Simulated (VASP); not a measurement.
Output of a VASP run:

OSZICAR:
```
       N       E                     dE             d eps       ncg     rms          rms(c)
DAV:   1     0.862683560591E+03    0.86268E+03   -0.26506E+04 15160   0.139E+03
DAV:   2     0.529578300710E+02   -0.80973E+03   -0.66556E+03  9112   0.474E+02
DAV:   3    -0.111731961284E+03   -0.16469E+03   -0.16027E+03  9918   0.107E+02
DAV:   4    -0.119731238623E+03   -0.79993E+01   -0.79667E+01 10054   0.238E+01
DAV:   5    -0.119820709674E+03   -0.89471E-01   -0.89456E-01 10032   0.259E+00    0.180E+01
DAV:   6    -0.995628156402E+02    0.20258E+02   -0.90561E-01 13136   0.328E+01    0.585E+00
DAV:   7    -0.914232941366E+02    0.81395E+01   -0.26327E+00 10120   0.453E+00    0.381E+00
DAV:   8    -0.102470468210E+03   -0.11047E+02   -0.12903E+00 10878   0.662E+00    0.239E+00
DAV:   9    -0.945251498661E+02    0.79453E+01   -0.60553E-01  8920   0.332E+00    0.620E-01
DAV:  10    -0.938851196351E+02    0.64003E+00   -0.18030E-01  8982   0.140E+00    0.407E-01
DAV:  11    -0.932559970063E+02    0.62912E+00   -0.12368E-01  8930   0.108E+00    0.194E-01
DAV:  12    -0.932580820579E+02   -0.20851E-02   -0.89986E-03 10272   0.255E-01    0.181E-01
DAV:  13    -0.930805922458E+02    0.17749E+00   -0.46315E-02  9680   0.677E-01    0.120E-01
DAV:  14    -0.932620331565E+02   -0.18144E+00   -0.35959E-02  8878   0.530E-01    0.746E-02
DAV:  15    -0.932628998148E+02   -0.86666E-03   -0.33334E-03  9464   0.159E-01    0.539E-02
DAV:  16    -0.932643040954E+02   -0.14043E-02   -0.17931E-04  9702   0.324E-02    0.470E-02
DAV:  17    -0.932647058064E+02   -0.40171E-03   -0.73392E-05  9864   0.474E-02    0.284E-02
DAV:  18    -0.932656822280E+02   -0.97642E-03   -0.39713E-04  9572   0.732E-02    0.114E-02
DAV:  19    -0.932657264163E+02   -0.44188E-04   -0.71901E-05  9528   0.249E-02    0.815E-03
DAV:  20    -0.932657475716E+02   -0.21155E-04   -0.45891E-06 10144   0.691E-03    0.547E-03
DAV:  21    -0.932657561682E+02   -0.85966E-05   -0.44775E-07  9624   0.289E-03    0.314E-03
DAV:  22    -0.932657795789E+02   -0.23411E-04   -0.54536E-06  9734   0.821E-03    0.216E-03
DAV:  23    -0.932657798504E+02   -0.27151E-06   -0.55989E-07  9464   0.220E-03    0.166E-03
DAV:  24    -0.932657801908E+02   -0.34040E-06   -0.31980E-08  8860   0.129E-03    0.116E-03
DAV:  25    -0.932657807343E+02   -0.54348E-06   -0.22014E-07  9088   0.189E-03    0.569E-04
DAV:  26    -0.932657806547E+02    0.79606E-07   -0.45181E-08  8896   0.727E-04
   1 F= -.93265781E+02 E0= -.93265781E+02  d E =-.202467E-40
 imaginary and real dielectric function
```

OUTCAR:
```
------------------------ aborting loop because EDIFF is reached ----------------------------------------
  FORCE on cell =-STRESS in cart. coord.  units (eV):
  Direction    XX          YY          ZZ          XY          YZ          ZX
  --------------------------------------------------------------------------------------
  Total       -0.0695729     -0.0695729      0.0639029      0.0000000     -0.0000000      0.0000000
  in kB       -0.9047308     -0.9047310      0.8309982      0.0000000     -0.0000000      0.0000000
  external PRESSURE =      -0.3261545 kB  Pullay stress =       0.0000000 kB
  volume of cell :      123.21
      direct lattice vectors                 reciprocal lattice vectors
     2.503185809 -4.335645369  0.000000000     0.199745460 -0.115323085  0.000000000
     2.503185809  4.335645369  0.000000000     0.199745460  0.115323085  0.000000000
     0.000000000  0.000000000  5.676156846     0.000000000  0.000000000  0.176175540
 POSITION                                       TOTAL-FORCE (eV/Angst)
 -----------------------------------------------------------------------------------
      1.13009      1.95737      1.89205        -0.007105     -0.012307     -0.000000
      2.74619      0.00000      0.00000         0.014210      0.000000      0.000000
      1.13009     -1.95737      3.78411        -0.007105      0.012307      0.000000
      1.74871      0.40678      1.38178         0.009382     -0.011567      0.002491
      3.77974      1.31103      5.16589         0.005326      0.013908      0.002491
      1.98111     -2.61783      2.40232        -0.014708      0.002342     -0.002491
      3.77974     -1.31103      0.51027         0.005326     -0.013908     -0.002491
      1.74871     -0.40678      4.29437         0.009382      0.011567     -0.002491
      1.98111      2.61783      3.27384        -0.014708     -0.002342      0.002491
 -----------------------------------------------------------------------------------
    total drift:                                0.000510     -0.000392      0.000011
  FREE ENERGIE OF THE ION-ELECTRON SYSTEM (eV)
  ---------------------------------------------------
  free  energy   TOTEN  =       -93.2657806547 eV

  energy  without entropy=      -93.2657806547  energy(sigma->0) =      -93.26578065

 plasma frequency squared (from intraband transitions) (eV^2)
  --------------------------------------------------------------------------------------
       0.000       0.000       0.000
       0.000       0.000       0.000
       0.000       0.000       0.000

 plasma frequency squared (from interband transitions, int dw w eps(2)(w)) (eV^2)
  --------------------------------------------------------------------------------------
     467.479       0.000      -0.000       0.000       0.000      -0.000
      -0.000       0.000     467.479       0.000       0.000       0.000
       0.000       0.000       0.000      -0.000     467.360       0.000
```
(Selected blocks of OUTCAR.)

POSCAR:
```
GeO2
1
    2.5031858091    -4.3356453690     0.0000000000
    2.5031858091     4.3356453690    -0.0000000000
    0.0000000000     0.0000000000     5.6761568462
Ge O
3 6
Direct
  1.0000000000   0.4514608816   0.3333330000
  0.5485391184   0.5485391184   1.0000000000
  0.4514608816   1.0000000000   0.6666670000
  0.3023849767   0.3962070965   0.2434365224
  0.6037929035   0.9061778802   0.9101035224
  0.6976150234   0.0938221198   0.4232294776
  0.9061778802   0.6037929035   0.0898964776
  0.3962070965   0.3023849767   0.7565634776
  0.0938221198   0.6976150234   0.5767705224
```

**Question.** Reconstruct the remaining input files.

**Answer.** One answer among several that fit: the input of the run itself, r2SCAN meta-GGA, plane waves, VASP's PBE PAW potentials (set 64).

**INCAR**
```
SYSTEM = GeO2
PREC = Accurate; ENCUT = 520; LREAL = .FALSE.
LASPH = .TRUE.; NBANDS = 138
EDIFF = 1E-7; NELM = 100; ALGO = Normal
LMAXMIX = 4; LMIXTAU = .TRUE.
ISMEAR = 0; SIGMA = 0.01
METAGGA = R2SCAN
LWAVE = .FALSE.; LCHARG = .FALSE.; NEDOS = 1001
LOPTICS = .TRUE.; LPEAD = .TRUE.; CSHIFT = 0.1
```

### KPOINTS
```
Automatic mesh
0
Gamma
7 7 5
0 0 0
```

POTCAR, in this order: Ge_d O (PBE.64 set). Program: vasp_std.

The compound is GeO2 in the quartz structure, a metastable form; rutile is stable. It was relaxed first.
